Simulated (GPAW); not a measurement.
A run of GPAW 26.7.0 is set up as follows.

run.py

```python
from ase import Atoms
from ase.dft.bandgap import bandgap
from ase.io import write
from ase.units import GPa
from gpaw import GPAW, PW

atoms = Atoms(['Sb'],
              cell=[[-1.911675, 1.898596, 1.910974],
                    [1.866448, -1.924218, 1.891369],
                    [1.825833, 1.838376, -1.936596]],
              scaled_positions=[[0.00668, 0.002122, 0.017737]],
              pbc=True)

calc = GPAW(mode=PW(600),
            xc='PBE',
            kpts={'size': (10, 10, 10), 'gamma': True},
            occupations={'name': 'fermi-dirac', 'width': 0.05},
            nbands=15,
            convergence={'density': 1e-05, 'energy': 1e-05},
            maxiter=150,
            txt='gpaw.txt')
atoms.calc = calc
energy = atoms.get_potential_energy()
forces = atoms.get_forces()
stress = atoms.get_stress()
calc.write('gs.gpw')
write('result.traj', atoms)
print(f'Energy: {energy:.6f} eV')
print('Forces (eV/A):')
print(forces.round(4))
print('Stress (GPa):', (stress / GPa).round(3))
print('Fermi level:', round(calc.get_fermi_level(), 4), 'eV')
print(f'Gap: {bandgap(calc)[0]:.4f} eV, direct: {bandgap(calc, direct=True)[0]:.4f} eV')
```

Potentials or basis: GPAW PAW data sets (gpaw-data 1.2.1), pw.

Command:

```bash
$ OMP_NUM_THREADS=1 python run.py
```

Q: Estimate the band gap on the k mesh.

A: None (metal or under the smearing width).

Q: What does it give for the pressure?

A: 2.6 GPa.

Stress tensor (GPa, compression positive):
```
2.38 1.03 0.68
1.03 2.66 0.88
0.68 0.88 2.86
```

Spin-orbit coupling is left out, which matters for the levels of Sb.
